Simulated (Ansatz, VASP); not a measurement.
**Mg in VASP and in Ansatz**

```xyz
1
Lattice="2.8786 0.0000 0.0000 -1.4393 2.4929 0.0000 0.0000 0.0000 2.7919" Properties=species:S:1:pos:R:3 pbc="T T T"
Mg    0.0000    0.0000    0.0000
```

Alike in both runs: functional PBE; k mesh 14 × 14 × 13; occupations fermi-dirac, width 0.1 eV; no spin polarisation.

Ansatz relaxed the structure, and its values are those at the end. VASP's run is a single point on that final structure, the one shown.

|  | VASP | Ansatz |
| --- | --- | --- |
| version | VASP 6.6.1 | Ansatz 0.2.0 |
| potentials or method | VASP PAW PBE potentials, release 64 (Mg) | PAW with Ansatz's default frozen-core files, scalar-relativistic |
| plane-wave cutoff (eV) | 520 | 420 |
| valence electrons in the cell | 2 | 10 |

|  | VASP | Ansatz | Ansatz less VASP |
| --- | --- | --- | --- |
| pressure (GPa) | 10.5 | 10.5 | +0.04 |

The two sets of potentials don't hold the same shells in valence.
